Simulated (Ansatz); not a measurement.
The system is BaTiO3.

```
Ba Ti O
1.0
     3.99980    0.00000    0.00000
     0.00000    3.99980    0.00000
     0.00000    0.00000    4.01800
Ba Ti O
1 1 3
Cartesian
  0.0000 0.0000 0.0000
  1.9999 1.9999 1.9688
  0.0000 1.9999 2.0773
  1.9999 0.0000 2.0773
  1.9999 1.9999 0.0763
```

* Program: Ansatz 0.2.0
* Task: relaxation of cell and atoms
* Functional: PBE
* Potentials or basis: Ansatz NC
* Cutoff: 1240 eV (not typed: the program's choice for these potentials)
* k mesh: 7 × 7 × 7
* Occupations: fermi-dirac, width 0.05 eV
* Spin: no spin polarisation

At the start: volume 12.86 Å³/atom.

Problem. Where does the relaxation end?

Solution. It ends after 11 steps and the volume is 13.32 Å³/atom (+3.6 %); space group P4mm (No. 99, to 0.05 Å).

Step by step:
```
step  energy change (eV)  largest force (eV/Å)  volume (Å³)
   1              0.0000                0.3065        64.28
   2             -0.0112                0.3093        65.39
   3             -0.0131                0.2668        65.38
   4             -0.0207                0.2825        65.40
   5             -0.0331                0.1780        66.69
   6             -0.0361                0.0103        66.27
   7             -0.0363                0.0285        66.38
   8             -0.0364                0.0061        66.48
   9             -0.0384                0.0068        66.48
  10             -0.0385                0.0058        66.62
  11             -0.0385                0.0059        66.62
```

Final structure:
```
CELL_PARAMETERS angstrom
3.98667 0.00000 0.00000
0.00000 3.98667 0.00000
0.00000 0.00000 4.19178
ATOMIC_POSITIONS crystal
Ba 0.00000 0.00000 0.99017
Ti 0.50000 0.50000 0.47289
O 0.00000 0.50000 0.51996
O 0.50000 0.00000 0.51996
O 0.50000 0.50000 0.04001
```

Caveat: the plane-wave basis is chosen anew once the cell has moved, so the energies of steps on either side of that aren't comparable.
